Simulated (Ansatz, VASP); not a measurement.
Mg: VASP beside Ansatz

The input INCAR:

```
PREC = Accurate
ENCUT = 520
EDIFF = 1E-6
ISMEAR = -1
SIGMA = 0.05
LREAL = F
LASPH = T
NELM = 60
ALGO = Fast
ISIF = 2
LWAVE = F
LCHARG = F
GGA = PS
NBANDS = 9
```

KPOINTS

```
regular mesh
0
Gamma
  8 8 4
```

Contents of POSCAR:

```
Mg
1.0
    3.2093000000      0.0000000000      0.0000000000
   -1.6046500000      2.7793353284      0.0000000000
    0.0000000000      0.0000000000      5.3145060000
Mg
2
Direct
    0.6666666667      0.3333333333      0.7500000000
    0.3333333333      0.6666666667      0.2500000000
```

File input.yaml:

```yaml
crystal:
  lattice:
    - [3.2093, 0.0, 0.0]
    - [-1.60465, 2.7793353284, 0.0]
    - [0.0, 0.0, 5.314506]
  atoms:
    - { symbol: Mg, position: [0.6666666667, 0.3333333333, 0.75] }
    - { symbol: Mg, position: [0.3333333333, 0.6666666667, 0.25] }
hamiltonian:
  xc: pbesol
  pseudopotentials: { kind: paw }
kpoints:
  mp_grid: { grid: [8, 8, 4] }
  band_path:
    path:
      - [[0.0, 0.0, 0.0], [0.5, 0.0, 0.0], [0.3333333333, 0.3333333333, 0.0], [0.0, 0.0, 0.0], [0.0, 0.0, 0.5], [0.5, 0.0, 0.5], [0.3333333333, 0.3333333333, 0.5], [0.0, 0.0, 0.5]]
      - [[0.5, 0.0, 0.5], [0.5, 0.0, 0.0]]
      - [[0.3333333333, 0.3333333333, 0.0], [0.3333333333, 0.3333333333, 0.5]]
    npoints: 14
scf:
  occupations: { method: fermi_dirac, width: 0.05 }
  n_extra_bands: 6
output:
  forces: true
  stress: true
  eigenvalues: true
  fatbands: false
  write_density: true
  write_potential: true
  elf: true
  volumetric_format: npy
```

Alike in both runs: functional PBEsol; k mesh 8 × 8 × 4; occupations fermi-dirac, width 0.05 eV; no spin polarisation.

|  | VASP | Ansatz |
| --- | --- | --- |
| version | VASP 6.6.1 | Ansatz 0.2.0 |
| potentials or method | VASP PAW PBE potentials, release 64 (Mg) | Ansatz PAW |
| plane-wave cutoff (eV) | 520 | 420 |
| valence electrons in the cell | 4 | 20 |
| task | single point | band structure |

|  | VASP | Ansatz | Ansatz less VASP |
| --- | --- | --- | --- |
| gap on the k mesh at the Fermi level (eV) | none | none | - |
| pressure (GPa) | -1.8 | -1.8 | +0.06 |
| largest component of the traceless stress (GPa) | 0.41 | 0.41 | -0.003 |

A gap of «none» marks a metal or a gap that the smearing closes. The two sets of potentials don't hold the same shells in valence.

Caveats: the PAW data sets were made with another functional, which shifts forces and pressure a little (VASP); the PAW data sets come from PBE, with cores solved anew for the run's functional, which leaves a small shift of forces and pressure (Ansatz).
